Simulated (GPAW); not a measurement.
# Ag (Fm-3m) in GPAW: further runs

The runs below take Ag through phonons, Fermi surface, with OLYP+D4, LDA.

All numbers are computed with GPAW 26.7.0; they aren't measurements. Logs are shortened: lines on timing, memory, paths and dates and some standing lists are left out, and cuts for length are marked. The log counts tension as positive stress, the text compression.

## Step 1: Starting point

The structure is cubic, space group Fm-3m (No. 225). Conventional cell: a = 4.085 Å, b = 4.085 Å, c = 4.085 Å, α = 90.00°, β = 90.00°, γ = 90.00°. Ag (site symmetry m-3m) is surrounded by 12 Ag at 2.89 Å.

## Step 2: Phonons, OLYP+D4

File run.py:

```python
import json
import numpy as np
import spglib
from ase import Atoms
from ase.calculators.mixing import SumCalculator
from ase.constraints import FixSymmetry
from ase.filters import FrechetCellFilter
from ase.io import read, write
from ase.optimize import BFGS
from dftd4.ase import DFTD4
from phonopy import Phonopy
from phonopy.structure.atoms import PhonopyAtoms
from gpaw import GPAW, PW, setup_paths

setup_paths.insert(0, '.')

atoms = read('Ag.cif')
cell, positions, numbers = spglib.find_primitive(
    (atoms.cell[:], atoms.get_scaled_positions(), atoms.numbers), symprec=1e-4)
atoms = Atoms(numbers, cell=cell, scaled_positions=positions, pbc=True)

calc = GPAW(mode=PW(510),
            xc='GGA_X_OPTX+GGA_C_LYP',
            kpts={'size': (11, 11, 11), 'gamma': True},
            occupations={'name': 'fermi-dirac', 'width': 0.05},
            nbands=28,
            convergence={'density': 1e-06, 'eigenstates': 1e-09},
            mixer={'backend': 'pulay'},
            eigensolver='davidson',
            maxiter=50,
            txt='gpaw.txt')
atoms.calc = SumCalculator([calc, DFTD4(method='olyp')])
atoms.set_constraint(FixSymmetry(atoms))
BFGS(FrechetCellFilter(atoms), trajectory='relax.traj', logfile='-').run(fmax=0.005, steps=40)
atoms.set_constraint()
energy = atoms.get_potential_energy()
forces = atoms.get_forces()
stress = atoms.get_stress()
calc.write('gs.gpw')
write('result.traj', atoms)
print('Cell:', atoms.cell.cellpar().round(4))
print(atoms.get_scaled_positions().round(5))

def force_constants(scale):
    unit = PhonopyAtoms(symbols=atoms.get_chemical_symbols(), cell=atoms.cell[:] * scale**(1 / 3),
                        scaled_positions=atoms.get_scaled_positions())
    ph = Phonopy(unit, supercell_matrix=np.diag([2, 2, 2]), primitive_matrix=np.eye(3), symprec=1e-4)
    ph.generate_displacements(distance=0.02)
    forces = []
    for i, sc in enumerate(ph.supercells_with_displacements):
        a = Atoms(sc.symbols, cell=sc.cell, scaled_positions=sc.scaled_positions, pbc=True)
        c = GPAW(mode=PW(510),
                 xc='GGA_X_OPTX+GGA_C_LYP',
                 kpts={'size': (6, 6, 6), 'gamma': True},
                 occupations={'name': 'fermi-dirac', 'width': 0.05},
                 nbands=169,
                 convergence={'density': 1e-06, 'eigenstates': 1e-09},
                 mixer={'backend': 'pulay'},
                 eigensolver='davidson',
                 maxiter=50,
                 txt=f'disp-{scale:.3f}-{i:02d}.txt')
        a.calc = SumCalculator([c, DFTD4(method='olyp')])
        f = a.get_forces()
        forces.append(f - f.mean(axis=0))
        print(f'displacement {i}: drift', f.mean(axis=0).round(5), flush=True)
    ph.forces = forces
    ph.produce_force_constants()
    ph.symmetrize_force_constants()
    return ph

qpoints = [[0.0, 0.0, 0.0], [0.0, 0.0, 0.5], [0.0, 0.5, 0.0], [0.0, 0.5, 0.5], [0.5, 0.0, 0.0], [0.5, 0.0, 0.5], [0.5, 0.5, 0.0], [0.5, 0.5, 0.5]]
results = {}
for scale in [1.0]:
    ph = force_constants(scale)
    ph.run_qpoints(qpoints)
    nu = ph.qpoints.frequencies * 33.35641  # THz to cm^-1
    results[f'{scale:.3f}'] = nu.tolist()
    for qp, f in zip(qpoints, nu):
        print(scale, np.round(qp, 4), f.round(2))

path = atoms.cell.bandpath('GXWKGLUWLK,UX', npoints=60, eps=1e-4)
ph.run_qpoints(path.kpts)
results['path'] = (ph.qpoints.frequencies * 33.35641).tolist()
results['path_q'] = path.kpts.tolist()
x, ticks, names = path.get_linear_kpoint_axis()
results['axis'] = [x.tolist(), list(ticks), names]
ph.run_mesh([15, 15, 15], is_gamma_center=True)
ph.run_thermal_properties(temperatures=[0, 100, 200, 300, 500, 800], cutoff_frequency=0.05)
tp = ph.thermal_properties
results['thermal'] = [list(v) for v in (tp.temperatures, tp.free_energy, tp.entropy, tp.heat_capacity)]
for t, fv, s, cv in zip(*results['thermal']):
    print(f'{t:6.0f} K  F {fv:9.4f} kJ/mol  S {s:9.4f} J/K/mol  Cv {cv:9.4f} J/K/mol')
json.dump(results, open('phonons.json', 'w'))
```

File Ag.cif:

```cif
data_Ag
_cell_length_a 4.08550000
_cell_length_b 4.08550000
_cell_length_c 4.08550000
_cell_angle_alpha 90.00000000
_cell_angle_beta 90.00000000
_cell_angle_gamma 90.00000000
_space_group_name_H-M_alt 'Fm-3m'
_space_group_name_Hall '-F 4 2 3'
_space_group_IT_number 225
loop_
_space_group_symop_operation_xyz
'x,y,z'
'-x,-y,-z'
'-y,x,z'
'y,-x,-z'
'-x,-y,z'
'x,y,-z'
'y,-x,z'
'-y,x,-z'
'x,-y,-z'
'-x,y,z'
'-y,-x,-z'
'y,x,z'
'-x,y,-z'
'x,-y,z'
'y,x,-z'
'-y,-x,z'
'z,x,y'
'-z,-x,-y'
'z,-y,x'
'-z,y,-x'
'z,-x,-y'
'-z,x,y'
'z,y,-x'
'-z,-y,x'
'-z,x,-y'
'z,-x,y'
'-z,-y,-x'
'z,y,x'
'-z,-x,y'
'z,x,-y'
'-z,y,x'
'z,-y,-x'
'y,z,x'
'-y,-z,-x'
'x,z,-y'
'-x,-z,y'
'-y,z,-x'
'y,-z,x'
'-x,z,y'
'x,-z,-y'
'-y,-z,x'
'y,z,-x'
'-x,-z,-y'
'x,z,y'
'y,-z,-x'
'-y,z,x'
'x,-z,y'
'-x,z,-y'
'x,y+1/2,z+1/2'
'-x,-y+1/2,-z+1/2'
'-y,x+1/2,z+1/2'
[... 62 lines left out ...]
'-z+1/2,-x,-y+1/2'
'z+1/2,-y,x+1/2'
'-z+1/2,y,-x+1/2'
'z+1/2,-x,-y+1/2'
'-z+1/2,x,y+1/2'
'z+1/2,y,-x+1/2'
'-z+1/2,-y,x+1/2'
'-z+1/2,x,-y+1/2'
'z+1/2,-x,y+1/2'
'-z+1/2,-y,-x+1/2'
'z+1/2,y,x+1/2'
'-z+1/2,-x,y+1/2'
'z+1/2,x,-y+1/2'
'-z+1/2,y,x+1/2'
'z+1/2,-y,-x+1/2'
'y+1/2,z,x+1/2'
'-y+1/2,-z,-x+1/2'
'x+1/2,z,-y+1/2'
'-x+1/2,-z,y+1/2'
'-y+1/2,z,-x+1/2'
'y+1/2,-z,x+1/2'
'-x+1/2,z,y+1/2'
'x+1/2,-z,-y+1/2'
'-y+1/2,-z,x+1/2'
'y+1/2,z,-x+1/2'
'-x+1/2,-z,-y+1/2'
'x+1/2,z,y+1/2'
'y+1/2,-z,-x+1/2'
'-y+1/2,z,x+1/2'
'x+1/2,-z,y+1/2'
'-x+1/2,z,-y+1/2'
'x+1/2,y+1/2,z'
'-x+1/2,-y+1/2,-z'
'-y+1/2,x+1/2,z'
'y+1/2,-x+1/2,-z'
'-x+1/2,-y+1/2,z'
'x+1/2,y+1/2,-z'
'y+1/2,-x+1/2,z'
'-y+1/2,x+1/2,-z'
'x+1/2,-y+1/2,-z'
'-x+1/2,y+1/2,z'
'-y+1/2,-x+1/2,-z'
'y+1/2,x+1/2,z'
'-x+1/2,y+1/2,-z'
'x+1/2,-y+1/2,z'
'y+1/2,x+1/2,-z'
'-y+1/2,-x+1/2,z'
'z+1/2,x+1/2,y'
'-z+1/2,-x+1/2,-y'
'z+1/2,-y+1/2,x'
'-z+1/2,y+1/2,-x'
'z+1/2,-x+1/2,-y'
'-z+1/2,x+1/2,y'
'z+1/2,y+1/2,-x'
'-z+1/2,-y+1/2,x'
'-z+1/2,x+1/2,-y'
'z+1/2,-x+1/2,y'
'-z+1/2,-y+1/2,-x'
'z+1/2,y+1/2,x'
'-z+1/2,-x+1/2,y'
'z+1/2,x+1/2,-y'
'-z+1/2,y+1/2,x'
'z+1/2,-y+1/2,-x'
'y+1/2,z+1/2,x'
'-y+1/2,-z+1/2,-x'
'x+1/2,z+1/2,-y'
'-x+1/2,-z+1/2,y'
'-y+1/2,z+1/2,-x'
'y+1/2,-z+1/2,x'
'-x+1/2,z+1/2,y'
'x+1/2,-z+1/2,-y'
'-y+1/2,-z+1/2,x'
'y+1/2,z+1/2,-x'
'-x+1/2,-z+1/2,-y'
'x+1/2,z+1/2,y'
'y+1/2,-z+1/2,-x'
'-y+1/2,z+1/2,x'
'x+1/2,-z+1/2,y'
'-x+1/2,z+1/2,-y'
loop_
_atom_site_label
_atom_site_type_symbol
_atom_site_symmetry_multiplicity
_atom_site_Wyckoff_symbol
_atom_site_fract_x
_atom_site_fract_y
_atom_site_fract_z
_atom_site_occupancy
Ag1 Ag 4 a 0.0000000000 0.0000000000 0.0000000000 1
```

Potentials or basis: PAW data sets generated in the run's folder for this functional, pw.

Launch:

```sh
$ gpaw-setup -f GGA_X_OPTX+GGA_C_LYP Ag
$ OMP_NUM_THREADS=1 python run.py
```

gpaw.txt:

```text
__  _  _
 | _ |_)|_||  |
 |__||  | ||/\| - 26.7.0

Input parameters:
  mode=PW(ecut=510.0),
  convergence={'density': 1e-06, 'eigenstates': 1e-09},
  eigensolver=Davidson(niter=2),
  kpts=MonkhorstPack(size=(11, 11, 11), gamma=True),
  maxiter=50,
  mixer=Pulay(name='pulay', nmaxold=16, beta=0.08, weight=20.0, sigma=0.015, g_ss=None),
  nbands=28,
  occupations=Occupations(name='fermi-dirac', width=0.05),
  xc=XC(name='GGA_X_OPTX+GGA_C_LYP')

Diagonalizing LCAO Hamiltonian
Converting LCAO to pw mode

       Ag

Atoms  # Å, Bohr magnetons
|   | symbol |        x |        y |        z |    initial magnetic moments |
|---|--------|----------|----------|----------|-----------------------------|
| 0 |     Ag | 0.000000 | 0.000000 | 0.000000 | ( 0.0000,  0.0000,  0.0000) |

Unit cell  # Å
| periodic |        x |        y |        z |  lengths |    angles |
|----------|----------|----------|----------|----------|-----------|
|      yes | 0.000000 | 2.042750 | 2.042750 | 2.888885 | 60.000000 |
|      yes | 2.042750 | 0.000000 | 2.042750 | 2.888885 | 60.000000 |
|      yes | 2.042750 | 2.042750 | 0.000000 | 2.888885 | 60.000000 |

Number of symmetries: 48
Symmetry operations  # r_c * U_cc + t_c -> r_c
|    | kind |            matrix            |
|----|------|------------------------------|
|  0 |  σ   |  1, 0, 0,  1, 0,-1,  1,-1, 0 |
|  1 |  C2  |  1, 0, 0,  1,-1, 0,  1, 0,-1 |
|  2 |  E   |  1, 0, 0,  0, 1, 0,  0, 0, 1 |
|  3 |  σ   |  1, 0, 0,  0, 0, 1,  0, 1, 0 |
|  4 |  C4  |  1, 0,-1,  1, 0, 0,  1,-1, 0 |
|  5 |  S6  |  1, 0,-1,  1,-1, 0,  1, 0, 0 |
|  6 |  σ   |  1, 0,-1,  0, 1,-1,  0, 0,-1 |
|  7 |  C3  |  1, 0,-1,  0, 0,-1,  0, 1,-1 |
|  8 |  S6  |  1,-1, 0,  1, 0, 0,  1, 0,-1 |
|  9 |  C4  |  1,-1, 0,  1, 0,-1,  1, 0, 0 |
| 10 |  C3  |  1,-1, 0,  0,-1, 1,  0,-1, 0 |
| 11 |  σ   |  1,-1, 0,  0,-1, 0,  0,-1, 1 |
| 12 |  σ   |  0, 1, 0,  1, 0, 0,  0, 0, 1 |
| 13 |  C4  |  0, 1, 0,  0, 1,-1, -1, 1, 0 |
[... 130 lines left out ...]
convergence criteria:
- Maximum integral of absolute [dens]ity change: 1e-06 electrons / valence electron
- Maximum integral of absolute [eigenst]ate change: 1e-09 eV^2 / valence electron
- Maximum [total energy] change in last 3 cyles: 0.0005 eV / valence electron
maximum number of iterations: 50

SCF iterations
|iter     | |      energy | eigst |  dens |
|---------|-|-------------|-------|-------|
|iter:   1| |   -2.051056 | -0.92 |       |
|iter:   2| |   -1.968553 | -3.66 | -1.32 |
|iter:   3| |   -1.834379 | -3.52 | -1.40 |
|iter:   4| |   -1.834081 | -3.94 | -1.99 |
|iter:   5| |   -1.832999c| -5.31 | -2.43 |
|iter:   6| |   -1.833004c| -5.92 | -3.57 |
|iter:   7| |   -1.833001c| -7.11 | -3.55 |
|iter:   8| |   -1.833001c| -8.08 | -4.56 |
|iter:   9| |   -1.833001c| -9.05c| -4.67 |
|iter:  10| |   -1.833001c|-11.85c| -5.64 |
|iter:  11| |   -1.833001c|-11.22c| -5.67 |
|iter:  12| |   -1.833001c|-14.58c| -7.06c|
[... 45 lines left out ...]
Stress tensor  # eV/Ang^3
|         x |         y |         z |
|-----------|-----------|-----------|
| -0.038993 |  0.000000 |  0.000000 |
|  0.000000 | -0.038993 |  0.000000 |
|  0.000000 |  0.000000 | -0.038993 |

Forces  # eV/Ang
|       x |        y |       z |
|---------|----------|---------|
| 0.00000 | -0.00000 | 0.00000 |  # Ag   0

Interpolating wave functions to new cell

       Ag

Atoms  # Å, Bohr magnetons
|   | symbol |        x |        y |        z |    initial magnetic moments |
|---|--------|----------|----------|----------|-----------------------------|
| 0 |     Ag | 0.000000 | 0.000000 | 0.000000 | ( 0.0000,  0.0000,  0.0000) |
[... 219 lines left out ...]
Stress tensor  # eV/Ang^3
|         x |         y |         z |
|-----------|-----------|-----------|
| -0.057112 | -0.000000 |  0.000000 |
| -0.000000 | -0.057112 | -0.000000 |
|  0.000000 | -0.000000 | -0.057112 |

Forces  # eV/Ang
|       x |        y |        z |
|---------|----------|----------|
| 0.00000 | -0.00000 | -0.00000 |  # Ag   0

Interpolating wave functions to new cell

       Ag

Atoms  # Å, Bohr magnetons
|   | symbol |        x |        y |        z |    initial magnetic moments |
|---|--------|----------|----------|----------|-----------------------------|
| 0 |     Ag | 0.000000 | 0.000000 | 0.000000 | ( 0.0000,  0.0000,  0.0000) |
[... 222 lines left out ...]
Stress tensor  # eV/Ang^3
|         x |         y |         z |
|-----------|-----------|-----------|
| -0.087031 | -0.000000 | -0.000000 |
| -0.000000 | -0.087031 | -0.000000 |
| -0.000000 | -0.000000 | -0.087031 |

Forces  # eV/Ang
|        x |       y |        z |
|----------|---------|----------|
| -0.00000 | 0.00000 | -0.00000 |  # Ag   0

Interpolating wave functions to new cell

       Ag

Atoms  # Å, Bohr magnetons
|   | symbol |        x |        y |        z |    initial magnetic moments |
|---|--------|----------|----------|----------|-----------------------------|
| 0 |     Ag | 0.000000 | 0.000000 | 0.000000 | ( 0.0000,  0.0000,  0.0000) |
[... 219 lines left out ...]
Stress tensor  # eV/Ang^3
|         x |         y |         z |
|-----------|-----------|-----------|
| -0.082901 |  0.000000 |  0.000000 |
|  0.000000 | -0.082901 |  0.000000 |
|  0.000000 |  0.000000 | -0.082901 |

Forces  # eV/Ang
|       x |       y |       z |
|---------|---------|---------|
| 0.00000 | 0.00000 | 0.00000 |  # Ag   0

# Writing to gs.gpw (mode='')
```

It took 32 min on 1 thread of Arm Neoverse N1, shared host; peak memory 0.7 GiB.

What came out:

```
Free energy                            : -3.1417 eV
Relaxed volume                         : 16.11 Å³/atom
Relaxed cell                           : a = 2.835 Å, b = 2.835 Å, c = 2.835 Å, α = 60.00°, β = 60.00°, γ = 60.00°
Space group after relaxing (to 0.05 Å) : Fm-3m (No. 225)
Pressure after relaxing                : 0.0 GPa
Band gap on the k mesh                 : none (metal or under the smearing width)
Highest phonon frequency               : 203 cm⁻¹
Dispersion energy per atom             : -1.364 eV
```

Final structure:
```
Ag
1.0
     0.00000    2.00461    2.00461
     2.00461    0.00000    2.00461
     2.00461    2.00461    0.00000
Ag
1
Direct
  0.00000 0.00000 0.00000
```

Phonon frequencies in cm⁻¹ (negative: imaginary):
| q point | frequencies |
| --- | --- |
| (0.000, 0.000, 0.000) | 0 0 0 |
| (0.000, 0.000, 0.500) | 85 85 203 |
| (0.000, 0.500, 0.000) | 85 85 203 |
| (0.000, 0.500, 0.500) | 129 129 197 |
| (0.500, 0.000, 0.000) | 85 85 203 |
| (0.500, 0.000, 0.500) | 129 129 197 |
| (0.500, 0.500, 0.000) | 129 129 197 |
| (0.500, 0.500, 0.500) | 85 85 203 |

Caveat: the cutoff is short for stress and forces, so pressures can be off by a GPa or more; phonon bands are interpolated from a small supercell; pairwise dispersion overbinds metals, which lowers pressure and volume.

[end of part 1 of 2]
